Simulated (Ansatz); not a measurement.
Born–Oppenheimer molecular dynamics of a periodic cell of 14 atoms, LaB₆ (start crystal LaB6, start structure Pm-3m, volume 1.1 times the crystal's). It goes on from the last frame of an earlier run, with new velocities.

Level of theory: Ansatz 0.2.0, DFT PBEsol, scalar-relativistic, plane waves, PAW. Settings: accuracy low, cutoff 420 eV, k mesh 3x3x3, fermi-dirac smearing 0.17 eV, no spin polarisation.

```json
{"ensemble": "NVT, Langevin thermostat", "time step": "1 fs", "steps asked": "260", "set temperature": "1600 K", "friction": "0.02 /fs", "temperature schedule": "195 steps to 300 K, then 65 steps to 300 K", "seed": "87135"}
```

First frame:

```xyz
14
Lattice="0.0000 4.2867 4.2867 4.2867 0.0000 4.2867 4.2867 4.2867 0.0000" Properties=species:S:1:pos:R:3
La 0.244 0.290 -0.058
B 3.857 2.480 2.127
B 1.380 2.442 2.205
B 2.453 2.570 3.442
B 2.397 2.396 0.901
B 2.450 1.173 2.298
B 2.511 3.824 2.233
La 4.554 4.407 4.386
B 8.205 6.870 6.394
B 5.553 6.740 6.518
B 6.764 6.900 7.918
B 6.857 6.673 5.046
B 6.918 5.413 6.484
B 6.808 8.021 6.426
```

Task: What does the run give?

Result: All steps were run.

* steps done: 260
* time covered: 260 fs
* mean temperature over the second half: 617 K
* spread of the potential energy over the second half: 17.2 meV per atom
* mean potential energy of the second half above the start: -87.3 meV per atom

The schedule's set-point averaged 409 K over the second half and the system 617 K, so it lags behind the ramp. A run of 0.26 ps of so small a system gives no equilibrium averages. Limits of this set-up: coarse k mesh, low accuracy level.

Task: What happens to the structure?

Result: Mean squared displacements from the first frame to the last, about the centre of mass: La 0.02 Å², B 0.06 Å². This is one draw of velocities; another would differ in detail.

Task: How do temperature and energy run in time?

Result: 
```tsv
time (fs)	T (K)	potential energy less start (eV)
0.0	1486	0.000
13.0	1440	0.615
26.0	1501	0.178
39.0	1721	0.058
52.0	1657	0.849
65.0	1535	0.299
78.0	1135	0.170
91.0	800	0.427
104.0	1125	-0.645
117.0	1100	-0.879
130.0	841	-0.777
143.0	642	-0.905
156.0	788	-1.071
169.0	868	-1.328
182.0	571	-0.947
195.0	636	-1.104
208.0	672	-1.402
221.0	522	-1.404
234.0	434	-1.408
247.0	438	-1.526
260.0	358	-1.270
```

Run time: 22 min on 1 thread of Intel(R) Xeon(R) 6975P-C (Granite Rapids) (shared host), peak memory 0.57 GiB.
